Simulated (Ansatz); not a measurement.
**NiO (zincblende): equation of state**

Aim: the bulk modulus of NiO (zincblende) from energies at several volumes around the relaxed one. The cell was built by placing the elements on the sites of a structure type; the runs don't test whether it is the stable form.

Method: DFT PBE, scalar-relativistic, plane waves, PAW, in Ansatz 0.2.0.

1 further run of the same task is left out (it didn't finish). Runs told in other sessions of the task aren't counted.

### Step 1. The system as given

It takes space group F-43m (No. 216, cubic). The conventional cell has a = 4.482 Å, b = 4.482 Å, c = 4.482 Å, α = 90.00°, β = 90.00°, γ = 90.00°. Around Ni (site symmetry -43m) lie 4 O at 1.94 Å. Around O (site symmetry -43m) lie 4 Ni at 1.94 Å.

Structure file:

```cif
data_structure
_symmetry_space_group_name_H-M 'F-43m'
_symmetry_Int_Tables_number 216
_cell_length_a 4.4819
_cell_length_b 4.4819
_cell_length_c 4.4819
_cell_angle_alpha 90.000
_cell_angle_beta 90.000
_cell_angle_gamma 90.000
_cell_volume 90.03
loop_
_atom_site_label
_atom_site_type_symbol
_atom_site_symmetry_multiplicity
_atom_site_Wyckoff_symbol
_atom_site_fract_x
_atom_site_fract_y
_atom_site_fract_z
_atom_site_occupancy
Ni1 Ni 4 a 0.00000 0.00000 0.00000 1
O1 O 4 d 0.25000 0.25000 0.75000 1
```

An earlier run at PBE left this cell at 11.254 Å³/atom and -0.01 GPa (12×12×12 mesh).

Volume factors to run: 0.980, 1.020, 0.960, 1.040, 1.070, 1.100, 0.945.

### Step 2. At 0.980 of the relaxed volume

File input.yaml:

```yaml
crystal:
  lattice:
    - [0.0, 2.2259127206, 2.2259127206]
    - [2.2259127206, 0.0, 2.2259127206]
    - [2.2259127206, 2.2259127206, 0.0]
  atoms:
    - { symbol: Ni, position: [0.0, 0.0, 0.0], spin: 1.62 }
    - { symbol: O, position: [0.25, 0.25, 0.25] }
basis:
  ecutwfc: 420
  ecutrho_ratio: 4
kpoints:
  mp_grid: { grid: [12, 12, 12] }
hamiltonian:
  xc: pbe
scf:
  occupations: { method: gaussian, width: 0.05 }
output:
  forces: true
  stress: true
  eigenvalues: true
  populations: true
magnetization:
  spin_polarized: true
```

The run is started by

```console
$ ansatz run input.yaml --threads 2 --pin off --max-ram 2662MiB --backend cpu --events-out ev --progress --plain --runs-dir out
```

After this run come: Volume × 1.020; Volume × 0.960; Volume × 1.040; Scaling the volume by 1.070; Scaling the volume by 1.100; Volume × 0.945.

**Question.** What will these runs give? Wanted: V0; B0; B0′; scatter of the fit.

**Answer**, as computed:

| quantity | value |
| --- | --- |
| V0 | 11.250 Å³/atom |
| B0 | 141 GPa |
| B0′ | 3.5 |
| scatter of the fit | 0.038 meV/atom |

**Reading.** The fitted minimum lies at 11.25 Å³/atom, and the bulk modulus is 141 GPa. One per cent of compression takes about 1.4 GPa. The moment on atom 1 grows from 1.36 to 1.52 μB on expansion. These are values at 0 K without zero-point motion.
